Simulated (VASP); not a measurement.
Here is a VASP 6.6.1 calculation.

INCAR

```
SYSTEM = Te
ALGO = Normal
EDIFF = 1E-6
EDIFFG = -0.02
ENCUT = 600
GGA = CA
IBRION = 2
ISIF = 3
ISMEAR = 0
LASPH = .TRUE.
LCHARG = .FALSE.
LREAL = .FALSE.
LWAVE = .FALSE.
NELM = 60
NSW = 40
PREC = Accurate
SIGMA = 0.02
```

File KPOINTS:

```
k-points
0
G
  6 6 4
  0 0 0
```

POSCAR

```
Te
1.0
    4.4540000000      0.0000000000      0.0000000000
   -2.2270000000      3.8572771485      0.0000000000
    0.0000000000      0.0000000000      5.9240000000
Te
3
Direct
    0.7310000000      0.7310000000      0.0000000000
    0.0000000000      0.2690000000      0.6666666667
    0.2690000000      0.0000000000      0.3333333333
```

Potentials or basis: VASP PAW LDA potentials, release 64 (Te).

Launch:

```sh
$ cat potpaw_LDA.64/Te/POTCAR > POTCAR
$ mpirun -np 1 vasp_std > vasp.out
```

(1) Estimate the band gap on the k mesh.

(2) What does it give for the space group after relaxing (to 0.05 Å)?

(3) Predict the relaxed volume.

Results:

(1) none (metal or under the smearing width).

(2) P3_121 (No. 152).

(3) 31.40 Å³/atom.
